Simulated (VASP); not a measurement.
Set up this calculation in VASP 6.6.1, as the native input.

- Task: single point
- Functional: r2SCAN
- Potentials or basis: VASP PAW PBE potentials, release 64 (Sb)
- Cutoff: 520 eV
- k mesh: 16 × 16 × 16
- Occupations: gaussian, width 0.1 eV
- Spin: no spin polarisation
- Dipole correction: no
- Further INCAR settings: ALGO = Normal; EDIFF = 1e-06; NBANDS = 8

The system is Sb.

```xyz
1
Lattice="0.0000 2.4425 2.4425 2.4425 0.0000 2.4425 2.4425 2.4425 0.0000" Properties=species:S:1:pos:R:3 pbc="T T T"
Sb    0.0000    0.0000    0.0000
```

The cell isn't the ideal one: functional r2SCAN, strained and moved within the space group.

These files were run (other wordings do the same):

POSCAR

```
Sb
1.0
    0.0000000000      2.4425457842      2.4425457842
    2.4425457842      0.0000000000      2.4425457842
    2.4425457842      2.4425457842      0.0000000000
Sb
1
Direct
    0.0000000000      0.0000000000      0.0000000000
```

INCAR.step1

```
SYSTEM = Sb
PREC = Accurate
ENCUT = 520
ISMEAR = 0
SIGMA = 0.1
LREAL = .FALSE.
LASPH = .TRUE.
NELM = 60
NBANDS = 8
GGA = PE
ALGO = Normal
EDIFF = 1E-4
LWAVE = .TRUE.
LCHARG = .FALSE.
```

INCAR.step2

```
SYSTEM = Sb
PREC = Accurate
ENCUT = 520
EDIFF = 1E-6
ISMEAR = 0
SIGMA = 0.1
LREAL = .FALSE.
LASPH = .TRUE.
NELM = 60
ALGO = Normal
ISIF = 2
LWAVE = .FALSE.
LCHARG = .TRUE.
METAGGA = R2SCAN
LMIXTAU = .TRUE.
LELF = .TRUE.
LVHAR = .TRUE.
NBANDS = 8
ISTART = 1
```

KPOINTS

```
Automatic mesh
0
G
  16 16 16
  0 0 0
```

Potentials or basis: VASP PAW PBE potentials, release 64 (Sb).

Launch:

```console
$ cat potpaw_PBE.64/Sb/POTCAR > POTCAR
$ cp INCAR.step1 INCAR
$ mpirun -np 1 vasp_std > vasp.out
$ cp INCAR.step2 INCAR
$ mpirun -np 1 vasp_std > vasp.out
```

Results of the run:

- Pressure: -3.7 GPa
- Band gap on the k mesh: none (metal or under the smearing width)

Caveat: the PAW data sets were made with another functional, which shifts forces and pressure a little.

Wall time 3.1 min on 1 thread of AMD EPYC 7R13 Processor (Zen 3) (shared host), peak memory 0.15 GiB.
